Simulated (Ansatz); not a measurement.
## Energy landscape near a Ge structure

These are results of DFT PBE, scalar-relativistic, plane waves, PAW in Ansatz, not measurements.

Plane waves to 420 eV, a k mesh through Γ of 16×16×16 on the computed 2-atom cell and Gaussian smearing (0.10 eV); no spin polarisation.

Reference cell:

```
Ge
1.0
    -2.57449    2.57449    1.39741
     2.57449   -2.57449    1.39741
     2.57449    2.57449   -1.39741
Ge
2
Direct
  0.25000 0.75000 0.50000
  0.50000 0.50000 0.00000
```

Each variant moves atoms of this cell by the vectors given, if any (Å), and then applies a symmetric strain (tensor components, Cartesian axes). The reference cell isn't relaxed at this level. Energies are per atom at zero smearing, counted from the lowest variant. Pressure is positive in compression.

1. strain (xx yy zz yz xz xy, %) -1.56 -1.56 -7.56 0.00 0.00 0.00
2. strain (xx yy zz yz xz xy, %) 0.19 0.19 -1.31 0.00 0.00 0.00
3. strain (xx yy zz yz xz xy, %) -0.37 -0.37 -6.37 0.00 0.00 0.00

```tsv
variant	ΔE (meV/atom)	P (GPa)	space group
1	118.8	15.17	I4_1/amd
2	0.0	3.83	I4_1/amd
3	68.3	10.61	I4_1/amd
```

This form isn't the element's structure at ambient conditions.